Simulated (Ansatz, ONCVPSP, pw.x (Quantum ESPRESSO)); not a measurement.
# Te (Z = 52): one change to the ONCV potential, in the atom and in the sc crystal

Te, optimised norm-conserving Vanderbilt (ONCV), made with ONCVPSP 4.0.1.1 (patched build) (PBE, scalar-relativistic). Core [Kr] 4d10, reference 5s1 5p5. Waves: 5s: rc 1.75 bohr, ncon 3, nbas 6, qcut 3 1/bohr, 2 projectors, debl 0.8 Ha; 5p: rc 2.10 bohr, ncon 4, nbas 7, qcut 4.1 1/bohr, 1 projector; d scattering state at 0.36 Ha: rc 2.05 bohr, ncon 4, nbas 7, qcut 4.7 1/bohr, 3 projectors, debl 3.4 Ha. Local part: polynomial inside 1.55 bohr (lpopt 5, dvloc0 6 Ha). Core correction: Teter function, fcfact 4, rcfact 1.1.

Change: d: nproj 1.

Cutoffs, loose and tight: the cutoffs (Ha) at which the residual kinetic energy of the hardest occupied pseudo-wave falls to 1 and 0.1 mHa per electron. They do not see the model core or the augmentation charge, which bear on the density cutoff. Test errors are all-electron minus pseudo excitation energies from the reference, over the configurations 5s2 5p4; 5s2 5p3; 5s2 5p2; 5s2 5p1; variants that change the core or the reference have their own tests.

Crystal test: sc Te in pw.x 7.5, no spin, 10³ k-points, Fermi–Dirac smearing 0.01 Ry, cutoffs set for each file from its atomic test. The reference is all-electron LAPW (Ansatz 0.2.0) with the same functional, mesh and smearing; V0 and B0 come from Birch–Murnaghan fits to the pressures at five volumes. Errors are pseudo minus all-electron; Δ is the rms difference of the E(V) curves that follow from these fits, minima aligned, over ±6 % about the mean V0. Mesh and smearing are coarse, so the numbers serve the comparison and aren't converged zero-temperature values; the lattice is a test structure that the element need not adopt.

All-electron: a0 = 3.203 Å (V0 = 32.86 Å³/atom), B0 = 49.4 GPa.

**Question.** Does the change bring the crystal closer to the all-electron result?

**Answer.** The mean pressure error goes from -0.46 to -0.67 GPa, so the change moves the solid further from the all-electron pressures.

```csv
quantity,base,changed
outcome (atom),generated,generated
"cutoff, loose (atom)",24 Ha,24 Ha
"cutoff, tight (atom)",39 Ha,39 Ha
bound ghosts (atom),none,none
largest test error (meV) (atom),-26,-26
cutoffs in pw.x (Ry),95/380,95/380
a0 (Å),3.193,3.188
a0 error (%),-0.31,-0.45
B0 error (%),+1.9,+2.3
Δ (meV/atom),3.3,4.9
mean pressure error (GPa),-0.46,-0.67
```

Base: The generator flags a localised state at positive energy (d at 17 eV). The cutoffs count occupied waves only; projector 3 of the d channel, the hardest unoccupied one, needs 78 Ha at the loose tolerance.
